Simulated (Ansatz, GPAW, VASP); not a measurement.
**CdS: 3 runs at one level of theory**

```
Cd S
1.0
     0.00000    2.91650    2.91650
     2.91650    0.00000    2.91650
     2.91650    2.91650    0.00000
Cd S
1 1
Direct
  0.00000 0.00000 0.00000
  0.75000 0.75000 0.75000
```

Alike in all runs: task single point; functional PBE; k mesh 8 × 8 × 8; occupations gaussian, width 0.02 eV; no spin polarisation; no spin-orbit coupling. Pressure is positive in compression and, in plane waves, holds the error of the finite cutoff.

```csv
program and potentials,plane-wave cutoff (eV),notes,band gap (eV),pressure (GPa)
"GPAW, GPAW PAW data sets (gpaw-data 1.2.1)",600,-,1.13,2.60
"Ansatz, all-electron LAPW, scalar-relativistic",-,-,1.15,2.88
"VASP, PBE PAW files Cd_GW, S_GW, 550 eV",550,-,?,?
```

Task: Estimate from the other rows what the run with VASP, PBE PAW files Cd_GW, S_GW, 550 eV gave.

Result: Band gap 1.14 eV; pressure 2.82 GPa. The other rows, which needn't bracket it: band gap 1.13 to 1.15; pressure 2.60 to 2.88.
